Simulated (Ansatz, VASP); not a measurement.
Ta in VASP and in Ansatz

```xyz
1
Lattice="-1.6080 1.6080 1.6080 1.6080 -1.6080 1.6080 1.6080 1.6080 -1.6080" Properties=species:S:1:pos:R:3 pbc="T T T"
Ta    0.0000    0.0000    0.0000
```

Alike in both runs: task single point; functional PBE; k mesh 18 × 18 × 18; occupations gaussian, width 0.1 eV; no spin polarisation.

|  | VASP | Ansatz |
| --- | --- | --- |
| version | VASP 6.6.1 | Ansatz 0.2.0 |
| potentials or method | VASP PAW PBE potentials, release 64 (Ta_pv) | scalar-relativistic, plane waves, PAW |
| plane-wave cutoff (eV) | 520 | 420 |
| valence electrons in the cell | 11 | 13 |

Ansatz gave:

| Property | Result |
| --- | --- |
| gap on the k mesh at the Fermi level (eV) | none |
| pressure (GPa) | 22.0 |

Task: Which values does VASP return?

Result: gap on the k mesh at the Fermi level (eV): none; pressure (GPa): 22.3.

A gap of «none» marks a metal or a gap that the smearing closes. With one functional, cell and mesh, what is left measures potentials, basis and numerics. The two sets of potentials don't hold the same shells in valence.

Caveats: so large a pressure means that the cell lies far from this level's equilibrium, or that cutoff or potentials fall short (VASP). Spin-orbit coupling is left out, which matters for the levels of Ta.
